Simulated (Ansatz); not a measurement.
Mechanical response of MgTe (P6_3mc)

```xyz
4
Lattice="4.5626 0.0000 0.0000 -2.2813 3.9513 0.0000 0.0000 0.0000 7.4084" Properties=species:S:1:pos:R:3 pbc="T T T"
Mg    0.0000    2.6342    0.0297
Mg    2.2813    1.3171    3.7340
Te    0.0000    2.6342    2.8225
Te    2.2813    1.3171    6.5267
```

Computed, not measured; unless marked otherwise by PBEsol, all-electron LAPW in Ansatz 0.2.0, scalar-relativistic. k mesh 6×6×4, fixed occupations, basis error target 0.5 meV/atom. The cell was relaxed by PAW under this functional.

The cell is hexagonal and carries a residual pressure of -0.01 GPa at this level. Each strain component that symmetry leaves independent is applied at ±0.005, the ions relax wherever a strain frees them, and the stress (tension positive, GPa) is read. Shears are engineering strains, γ = 2ε.

```
strain    size      σxx      σyy      σzz      σyz     σxz     σxy
    xx  -0.005  -0.2471  -0.1374  -0.1249   0.0000  0.0000  0.0000
    xx  +0.005   0.2754   0.1664   0.1348   0.0000  0.0000  0.0000
    zz  -0.005  -0.1161  -0.1161  -0.2730   0.0000  0.0000  0.0000
    zz  +0.005   0.1436   0.1436   0.2850   0.0000  0.0000  0.0000
    yz  -0.005   0.0162   0.0168   0.0063  -0.0494  0.0000  0.0000
    yz  +0.005   0.0162   0.0168   0.0063   0.0494  0.0000  0.0000
```

A central difference gives one constant, for example C11 ≈ (0.2754 − (-0.2471))/(0.01) = 52.2 GPa; the program then imposes the crystal's symmetry on the whole matrix.

(1) What are the independent elastic constants?

(2) Is the crystal stable against homogeneous strain?

(3) What moduli does a random aggregate of grains have?

(4) With the density of 3.777 g/cm³, how fast does sound travel, and what Debye temperature follows?

(5) How far do the constants move if PAW replaces LAPW in the same cell?

(6) How do the constants change if the ions are clamped to the homogeneous strain?

Results:

(1) C11 = 52.2, C12 = 30.4, C13 = 26.0, C33 = 55.8, C44 = 9.9 GPa.

(2) The least eigenvalue of the 6×6 matrix is 9.9 GPa, so yes.

(3) Voigt and Reuss bounds: B from 36.1 to 36.1 and G from 11.1 to 11.3 GPa; their means are B = 36.1 and G = 11.2 GPa. Then E = 9BG/(3B + G) = 30.4 GPa, ν = (3B − 2G)/(6B + 2G) = 0.359 and B/G = 3.22, on the ductile side of Pugh's 1.75 (a rule of thumb, made for metals; it doesn't predict ductility here).

(4) 

| direction | slow (m/s) | middle (m/s) | fast (m/s) |
| --- | --- | --- | --- |
| x | 1617 | 1701 | 3719 |
| y | 1617 | 1701 | 3719 |
| z | 1617 | 1617 | 3843 |

The mean of v⁻³ over directions and branches gives v_m = 1934 m/s and θ_D = (ħ/k_B) v_m (6π²n)^(1/3) = 179 K, n being atoms per volume. Young's modulus spans 28 to 39 GPa over directions, and the universal anisotropy index is 0.12.

(5) 

```
constant  LAPW (GPa)  PAW (GPa)  difference
     C11        52.2       52.2         0.0
     C12        30.4       30.4         0.0
     C13        26.0       26.0         0.0
     C33        55.8       55.8         0.0
     C44         9.9        9.8        -0.1
```

(6) Clamped values, with the change against relaxed ions: C11 = 71.7 (+19.4), C12 = 22.3 (-8.1), C13 = 14.5 (-11.4), C33 = 79.0 (+23.2), C44 = 15.6 (+5.7) GPa.

Known limits: constants at zero field, no piezoelectric stiffening; the frozen-core PAW files of the compared runs were fitted under PBE, their cores solved anew for this functional.
